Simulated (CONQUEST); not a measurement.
# MgO: equation of state with PBEsol

Crystal: MgO.

```
Mg O
1.0
     2.67968    0.00000    0.00000
     0.00000    2.93802    0.00000
     0.00000    0.00000    5.08880
Mg O
2 2
Direct
  0.00000 0.00000 0.00000
  0.00000 0.50000 0.50000
  0.50000 0.00000 0.33333
  0.50000 0.50000 0.83333
```

Measurements of this composition are mostly on another form, of space group No. 225.

- Program: CONQUEST 1.3
- Task: equation of state
- Functional: PBEsol
- Potentials or basis: PseudoDojo NC PBEsol, DZP, grid of 32 × 32 × 60 points
- k mesh: 10 × 9 × 5
- Occupations: fermi-dirac, width 0.05 eV
- Spin: no spin polarisation
- Solver: diagonalisation
- SCF tolerance: 1e-06

```
Equilibrium volume                        : 9.93 Å³/atom
Bulk modulus at fixed shape and positions : 147 GPa
Pressure derivative of the bulk modulus   : 6.8 (rough: it moves with the points fitted)
```

Energy against volume, from the lowest point:
```tsv
volume (Å³/atom)	energy (meV/atom)
9.415	13.71
9.615	4.44
9.816	0.16
10.016	0.00
10.216	3.00
10.417	8.92
10.617	17.76
```

All runs of the series together: 10 min on 1 thread of Intel(R) Xeon(R) Platinum 8488C (Sapphire Rapids), with other jobs on the host.

Caveat: the DZP basis gives volumes some 2 % larger than converged bases do, and moduli off by several per cent; the cell was scaled at fixed shape and fractional positions, which overstates the stiffness of a crystal with free parameters, most of all of layers and chains; the basis of atomic orbitals isn't converged, which shifts pressures, moduli and gaps.
